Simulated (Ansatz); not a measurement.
# BAs: the cost of one run

Method: DFT PBE, scalar-relativistic, plane waves, PAW, in Ansatz 0.2.0.

2 further runs of the same task are left out: 2 set aside as unsound or not needed.

## 1. The structure to begin with

It takes space group F-43m (No. 216, cubic). Conventional cell: a = 4.809 Å, b = 4.809 Å, c = 4.809 Å, α = 90.00°, β = 90.00°, γ = 90.00°. B (site symmetry -43m) has 4 As at 2.08 Å as nearest neighbours. As (site symmetry -43m) is surrounded by 4 B at 2.08 Å.

Coordinates:

```
CELL_PARAMETERS angstrom
0.00000 2.40441 2.40441
2.40441 0.00000 2.40441
2.40441 2.40441 0.00000
ATOMIC_POSITIONS crystal
B 0.00000 0.00000 0.00000
As 0.25000 0.25000 0.25000
```

This cell was relaxed beforehand with the same method: volume 13.90 Å³/atom, gap on the mesh 1.20 eV.

## 2. Static run: bands, density of states and charges

File input.yaml:

```yaml
crystal:
  lattice:
    - [0.0, 2.404411167, 2.404411167]
    - [2.404411167, 0.0, 2.404411167]
    - [2.404411167, 2.404411167, 0.0]
  atoms:
    - { symbol: B, position: [0.0, 0.0, 0.0] }
    - { symbol: As, position: [0.25, 0.25, 0.25] }
basis:
  ecutwfc: 420
kpoints:
  mp_grid: { grid: [10, 10, 10] }
  band_path:
    path:
      - [[0.0, 0.0, 0.0], [-0.5, -0.5, 0.0], [-0.375, -0.375, 0.25]]
      - [[-0.375, 0.0, 0.375], [0.0, 0.0, 0.0], [0.0, 0.0, 0.5], [-0.5, -0.25, 0.25], [-0.5, -0.5, 0.0]]
    npoints: 14
hamiltonian:
  xc: pbe
scf:
  occupations: { method: gaussian, width: 0.02 }
  n_extra_bands: 6
output:
  forces: true
  stress: true
  eigenvalues: true
  populations: true
  dos: { projected: true, de: 0.02, nscf_kmesh: { grid: [15, 15, 15] } }
  bader: true
  write_density: true
  write_potential: true
  elf: true
  volumetric_format: npy
```

The run is started by

```bash
ansatz run input.yaml --threads 1 --pin off --max-ram 2560MiB --backend cpu --events-out ev --progress --plain --runs-dir out
```

What time and memory should one allow on 1 thread of Intel Xeon at 2.70GHz, shared host?

About 33 s, with a peak of 0.33 GiB.
